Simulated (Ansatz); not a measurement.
# Ge (I4_1/amd) in Ansatz: notebook

One crystal, Ge, is run at these levels: PBEsol; tasks: density of states, single point.

Program: Ansatz 0.2.0. These are calculated values, not measurements. Logs are shortened: lines on timing, memory, paths and dates and some standing lists are left out, and cuts for length are marked.

**1. The structure**

It takes space group I4_1/amd (No. 141, tetragonal). The conventional cell has a = 5.149 Å, b = 5.149 Å, c = 2.795 Å, α = 90.00°, β = 90.00°, γ = 90.00°. Around Ge (site symmetry -4m2) lie 6 Ge at 2.67 to 2.79 Å.

This isn't the form of Ge at room conditions, which is diamond.

**2. Density of states, PBEsol**

The input, input.yaml:

```yaml
crystal:
  lattice:
    - [-2.574489719, 2.574489719, 1.3974126432]
    - [2.574489719, -2.574489719, 1.3974126432]
    - [2.574489719, 2.574489719, -1.3974126432]
  atoms:
    - { symbol: Ge, position: [0.5, 0.5, 0.0] }
    - { symbol: Ge, position: [0.25, 0.75, 0.5] }
hamiltonian:
  xc: pbesol
  pseudopotentials: { kind: paw }
kpoints:
  mp_grid: { grid: [10, 10, 10] }
scf:
  occupations: { method: fermi_dirac, width: 0.05 }
  n_extra_bands: 6
output:
  forces: true
  stress: true
  eigenvalues: true
  dos: { projected: false, de: 0.05, nscf_kmesh: { grid: [15, 15, 15] } }
```

Potentials or basis: Ansatz PAW.

Run with:

```
$ ansatz run input.yaml --threads 2 --pin off --max-ram 5632MiB --backend cpu --events-out ev --progress --plain --runs-dir out
```

The log of the run:

```text
Warning: RAYON_NUM_THREADS=2 ignored (pool sized by the plan → 2); use --threads N
scf.n_extra_bands = 6 over 14 filled bands (N_el = 28.0): the run solves 20 bands
Engine: ansatz 0.2.0, x86_64-unknown-linux-gnu
Pseudopotentials: kind: paw
Pseudopotential: Ge, paw, valence charge 14, recommended cutoff 420 eV (normal), Ge.paw.azcp
Functional definition: PBEsol
  exchange = pbesol_x
  correlation = pbesol_c
Crystal: 2 atoms, lattice volume = 37.048 Å³
Basis set: ecut = 420 eV, 733 PW (Γ), exchange–correlation on 54×54×54 points (8 copies of the dense FFT grid, shifted against one another)
Bands: 20, of which v1, the nominal top of the filled ones, is band 14 counted from 1 (13 counted from 0)
Symmetry: 16 space group operations
Space group: I41/amd (ITA 141), of the structure as read, at distance tolerance 3.3e-5 Å
k-points: 102 of 1000
Non-local potential: Ge, projectors of the file, l = 0: 2, l = 1: 2, l = 2: 3, l = 3: 1
PAW form: soft (Blöchl's): semilocal exchange-correlation on the pseudo side does not see the compensation charge
PAW frozen core: Ge, regenerated for the run's functional, and the local potential with it (the file was generated under x = pbe(κ = 0.804, μ = 0.2195149727645171), c = pbe(β = 0.06672455060314922))
PAW one-centre angular grid: Ge, 590 points (default); XC on 64 Gauss nodes
Initial density: superposition of atomic densities (neutral atoms: chi_scale 0, normalization atom), corrected by the library's trained network
Initial wavefunctions: pseudopotential atomic-orbital guess
Functional: x = pbesol(κ = 0.804, μ = 0.12345679012345678), c = pbesol(β = 0.046)
SCF iter   1: F=—  HF=-8506.664639 eV  |F-HF|=—  |Δ(HF+E_count)|=         —  Δρ=2.17e-3  dr2=1.11e-3  ethr=1.77e-3  ⟨swp⟩=5.7  Hψ=9268  notcnv=0  defer=35
preconditioner: auto → Kerker (q_TF=auto, 2.604 Å⁻¹)  [metal: Δε(μ)=0.003 eV  Ē_g=25.449 eV  σ=0.050 eV  W_gap=0.01  n_scr=16 (ndim 8)  ℏωp=32.3 eV  f_vac=0.000  D(μ)=0.79/eV (n_scr^D=4)]
SCF iter   2: F=—  HF=-8506.663471 eV  |F-HF|=—  |Δ(HF+E_count)|=   1.17e-3  Δρ=1.11e-3  dr2=3.38e-4  ethr=3.97e-6  ⟨swp⟩=2.0  Hψ=4114  notcnv=0  defer=47
SCF iter   3: F=—  HF=-8506.663467 eV  |F-HF|=—  |Δ(HF+E_count)|=   3.95e-6  Δρ=5.76e-4  dr2=1.04e-4  ethr=1.21e-6  ⟨swp⟩=1.0  Hψ=1920  notcnv=0  defer=47
SCF iter   4: F=—  HF=-8506.663458 eV  |F-HF|=—  |Δ(HF+E_count)|=   8.98e-6  Δρ=6.79e-5  dr2=1.50e-6  ethr=3.70e-7  ⟨swp⟩=2.0  Hψ=2229  notcnv=0  defer=47
SCF iter   5: F=—  HF=-8506.663456 eV  |F-HF|=—  |Δ(HF+E_count)|=   1.27e-6  Δρ=1.36e-5  dr2=4.79e-8  ethr=5.36e-9  ⟨swp⟩=2.1  Hψ=3250  notcnv=0  defer=47
SCF iter   6: F=-8506.663456 eV  HF=-8506.663456 eV  |F-HF|=7.19e-10  |Δ(HF+E_count)|=   1.83e-8  Δρ=3.28e-6  dr2=2.65e-9  ethr=1.71e-10  ⟨swp⟩=5.9  Hψ=7969  notcnv=0
SCF 1 converged in 6 iterations: F = -8506.663456 eV  dr2 = 2.65e-9
NSCF: frozen V_eff on 288 k-points
SCF converged after 6 iterations
Free energy (F): -8506.663456 eV
Harris-Foulkes:  -8506.663456 eV  (|F-HF|=7.19e-10)
Internal energy: -8506.657066 eV  (E = F + TS)
E sigma→0 (E₀):  -8506.660261 eV
Entropy (-TS):   -0.006390 eV (-3.195 meV/atom)
Fermi energy:    11.078425 eV
--- Per-component energies (eV) ---
  E_band       = -225.371733
  E_kinetic    = 222.224590
  E_local      = -4292.261582  (includes V_loc(G=0)·N_el)
  E_nonlocal   = 836.241299
  E_hartree    = 1878.594186
  E_xc         = -150.464817
  E_vxc        = -130.022895  (∫ρ·V_xc dr)
  E_paw        = -3954.024456  (= ΣΔE_a)
  E_vpaw       = -618.745170  (= ΣTr[D̂ρ^β])
  E_aug_tail   = 0.000591  (compensation charges beyond the density's cutoff)
  E_ewald      = -3048.802751
  E_core_change = 1.835872  (= ΣΔE_core)
  E_smearing   = -0.006390  (= −TS)
  E_closure    = -0.000000  (closes the sum)
  Σ components = -8506.663456   (vs F -8506.663456, Δ=0.00e0)
--- Forces (eV/Å), atoms counted from 1 ---
  atom   1  Ge     0.00000000    -0.00000000     0.00000000
  atom   2  Ge     0.00000000    -0.00000000     0.00000000
  max |Σ_I F_I| component: 2.78e-17 eV/Å
--- Stress (GPa, compression-positive) ---
       -0.834490      -0.000000       0.000000
       -0.000000      -0.834490       0.000000
       -0.000000       0.000000      -0.510228
  P = ⅓ Tr σ = -0.7264 GPa (-7.264 kbar)
--- Band table (eV; the first three rows and the last of 102) ---
  k-point 0: bands = ["-13.6750", "-13.6301", "-13.6001", "-13.5978", "-13.4924", "-13.4924", "-13.4860", "-13.4860", "-13.4246", "-13.3576", "-2.2670", "6.9783", "8.7066", "8.7066", "14.2769", "18.6338", "18.6338", "19.1927", "19.4014", "22.5412"]
  k-point 1: bands = ["-13.6697", "-13.6311", "-13.6010", "-13.5952", "-13.4948", "-13.4897", "-13.4846", "-13.4840", "-13.4278", "-13.3632", "-2.1564", "6.0371", "8.8278", "9.3896", "14.8499", "17.5064", "18.0418", "19.2919", "19.4777", "23.3034"]
  k-point 2: bands = ["-13.6541", "-13.6333", "-13.6089", "-13.5813", "-13.5023", "-13.4830", "-13.4814", "-13.4783", "-13.4372", "-13.3787", "-1.8250", "4.5224", "9.1899", "10.2708", "15.9014", "16.4247", "16.7809", "19.0379", "19.2939", "23.1229"]
  k-point 101: bands = ["-13.6360", "-13.6360", "-13.5097", "-13.5097", "-13.4960", "-13.4960", "-13.4902", "-13.4902", "-13.4828", "-13.4828", "2.1684", "2.1684", "5.1207", "5.1207", "17.1989", "17.1989", "22.0552", "22.0552", "26.3891", "26.3891"]
```

Run time: 3.7 s. Hardware: 2 threads of AMD EPYC 7R43 (Zen 3), shared host; peak memory 0.41 GiB.

Results:

* Free energy: -8506.6635 eV
* Pressure: -0.7 GPa
* Band gap on the k mesh: none (metal or under the smearing width)
* Density of states at the Fermi level: 0.78 states/eV per cell

Stress tensor (GPa, compression positive):
```
-0.83  0.00  0.00
 0.00 -0.83  0.00
 0.00  0.00 -0.51
```

States per cell in windows of 1 eV (zero at the Fermi level; states under -8 eV left out):
```
from (eV)  total
     -8.0   0.54
     -7.0   0.50
     -6.0   0.41
     -5.0   0.65
     -4.0   0.77
     -3.0   0.87
     -2.0   1.05
     -1.0   0.82
      0.0   0.80
      1.0   0.77
      2.0   0.89
      3.0   1.01
      4.0   1.18
      5.0   1.22
      6.0   1.01
      7.0   1.14
```

Caveat: the PAW data sets come from PBE, with cores solved anew for the run's functional, which leaves a small shift of forces and pressure.

**3. Single point, PBEsol, 17.78 Å³/atom**

The input, input.yaml:

```yaml
crystal:
  lattice:
    - [-2.574489719, 2.574489719, 1.3415161375]
    - [2.574489719, -2.574489719, 1.3415161375]
    - [2.574489719, 2.574489719, -1.3415161375]
  atoms:
    - { symbol: Ge, position: [0.5, 0.5, 0.0] }
    - { symbol: Ge, position: [0.25, 0.75, 0.5] }
hamiltonian:
  xc: pbesol
  pseudopotentials: { kind: paw }
kpoints:
  mp_grid: { grid: [9, 9, 9] }
scf:
  occupations: { method: fermi_dirac, width: 0.05 }
output:
  forces: true
  stress: true
  eigenvalues: true
```

Potentials or basis: Ansatz PAW.

Run with:

```
$ ansatz run input.yaml --threads 2 --pin off --max-ram 5632MiB --backend cpu --events-out ev --progress --plain --runs-dir out
```

Wall time 0.74 s (2 threads of Intel Xeon 6975P-C (Granite Rapids), shared host); peak memory 0.35 GiB.

The run converged. Its results:

```
Free energy            : -8506.6355 eV
Pressure               : 2.6 GPa
Band gap on the k mesh : none (metal or under the smearing width)
```

Caveat: the PAW data sets come from PBE, with cores solved anew for the run's functional, which leaves a small shift of forces and pressure.

**4. Single point, PBEsol, 18.15 Å³/atom**

input.yaml, as its differences from that of step 3:

```diff
@@ -2,5 +2,5 @@
   lattice:
-    - [-2.574489719, 2.574489719, 1.3415161375]
-    - [2.574489719, -2.574489719, 1.3415161375]
-    - [2.574489719, 2.574489719, -1.3415161375]
+    - [-2.574489719, 2.574489719, 1.3694643903]
+    - [2.574489719, -2.574489719, 1.3694643903]
+    - [2.574489719, 2.574489719, -1.3694643903]
   atoms:
```

Run with:

```
$ ansatz run input.yaml --threads 2 --pin off --max-ram 5632MiB --backend cpu --events-out ev --progress --plain --runs-dir out
```

It took 0.72 s on 2 threads of Intel Xeon 6975P-C (Granite Rapids), shared host; peak memory 0.36 GiB.

It converged, with:

- Free energy: -8506.6512 eV
- Pressure: 0.8 GPa
- Band gap on the k mesh: none (metal or under the smearing width)

Caveat: the PAW data sets come from PBE, with cores solved anew for the run's functional, which leaves a small shift of forces and pressure.
